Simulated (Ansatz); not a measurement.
Data:

Starting cell, RuO2 (rutile):

```xyz
6
Lattice="4.5234 0.0000 0.0000 0.0000 4.5234 0.0000 0.0000 0.0000 3.1190" Properties=species:S:1:pos:R:3 pbc="T T T"
Ru     2.2617     2.2617     1.5595
Ru     0.0000     0.0000     0.0000
O      3.6444     3.6444     1.5595
O      1.3827     3.1407     0.0000
O      3.1407     1.3827     0.0000
O      0.8790     0.8790     1.5595
```

Scan: atom 4 (O, nearest neighbour Ru at 1.955 Å; its periodic images, 3.1 Å or more away, move with it) is displaced towards the nearest neighbour, direction (-0.707, 0.707, 0.000) in Cartesian axes, by s. The other atoms stay.

These are PBE (plane waves to 420 eV, PAW, scalar-relativistic; Ansatz, a first-principles code) values and carry that method's errors. k mesh 8×8×12 (Γ-centred), Fermi-Dirac smearing 0.05 eV. E stands for the smeared free energy. Left out: 2 of 11 points, with atoms too close for the PAW data. With partly filled bands, energies and forces of such displacements shift with the k mesh and the smearing. RuO2 is run without spin polarisation and with no Hubbard U. RuO2 was relaxed with its symmetry unable to fall. The zero of ΔE is the undisplaced structure.

The scan covers s from -0.590 to 0.354 Å in 9 points.

Problem. Is the energy the same for displacements of ±0.354 Å, and if not, which side lies higher?

Solution. Not even: the positive side lies higher at ±0.354 Å. With its periodic images moving along, the atom's site symmetry in this cell is mm2.

Problem. What is the energy change at s = 0.354 Å?

Solution. 1698 meV/cell.

Problem. What is the force constant k = d²E/ds² of this move at s = 0?

Solution. 21.2 eV/Å².

(A displaced cell: forces are minus the slopes of the energy, force constants its curvatures, and phonons follow from these.)
